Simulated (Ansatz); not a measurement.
**What moves the field gradients of V2O5?**

Cell of run 1: a structure deposited in the COD.

```cif
data_V2O5
_symmetry_space_group_name_H-M 'Pmn2_1'
_symmetry_Int_Tables_number 31
_cell_length_a 11.5440
_cell_length_b 4.3830
_cell_length_c 3.5710
_cell_angle_alpha 90.000
_cell_angle_beta 90.000
_cell_angle_gamma 90.000
loop_
_atom_site_label
_atom_site_type_symbol
_atom_site_symmetry_multiplicity
_atom_site_Wyckoff_symbol
_atom_site_fract_x
_atom_site_fract_y
_atom_site_fract_z
V V 4 b 0.1487 0.3913 0.0000
O5 O 4 b 0.1457 0.0303 0.0295
O9 O 4 b 0.3191 0.5027 0.0049
O13 O 2 a 0.0000 0.4995 0.0025
```

One atom of each set is listed.

Relaxed positions (PBE, cell held):

V (0.1483, 0.3879, 0.0102)
O5 (0.1446, 0.0266, 0.0102)
O9 (0.3189, 0.5066, 0.0102)
O13 (0.0000, 0.4986, 0.0101)

All runs are DFT with Ansatz 0.2.0 (plane waves and PAW, scalar-relativistic unless spin–orbit coupling is named, Γ-centred meshes, Fermi–Dirac smearing where given) in this cell.

Run 1: PBE, gradients read without the response of the cores, atoms as given; 420 eV, 2×5×6 k-points, smearing 0.02 eV.
Run 2: PBE, gradients read without the response of the cores, atoms relaxed; 420 eV, 2×5×6 k-points, smearing 0.02 eV.
Run 3: r2SCAN, gradients read without the response of the cores, at the relaxed atoms; 500 eV, 2×5×6 k-points, smearing 0.02 eV.
Run 4: PBE, gradients read without the response of the cores, at the relaxed atoms; 300 eV, 2×5×6 k-points, smearing 0.02 eV; this cutoff lies below the one recommended for these PAW files.

| run | V V_zz (η) | O9 V_zz (η) | O13 V_zz (η) |
| --- | --- | --- | --- |
| 1 | 2.08 (0.83) | -5.31 (0.69) | -6.19 (0.02) |
| 2 | -0.73 (0.51) | -5.26 (0.71) | -6.14 (0.03) |
| 3 | ? | ? | ? |
| 4 | 0.63 (0.98) | -4.97 (0.69) | -5.85 (0.01) |

V_zz in 10²¹ V/m²; 3 of the 4 sets of like atoms are followed.

**Question.** Estimate the row of run 3.

**Answer.** V: 0.54 (0.80); O9: -5.43 (0.75); O13: -6.34 (0.12). It lies nearest to run 2, from whose tensors on these sites it differs by 0.40 at most (largest principal value of the difference, on O13). Taken one at a time, the positions of the atoms (as given or relaxed) move the tensors on these sites by up to 2.01 (largest principal value of the change, on V), the functional (r2SCAN with its higher cutoff) by 0.40 (O13), the cutoff by 0.30 (O9). On some sites the largest principal value moves to another axis from run to run, and the sign of V_zz can flip with it.

In runs 1, 3 the atoms aren't at the calculated equilibrium (largest force 0.44, 0.61 eV/Å).
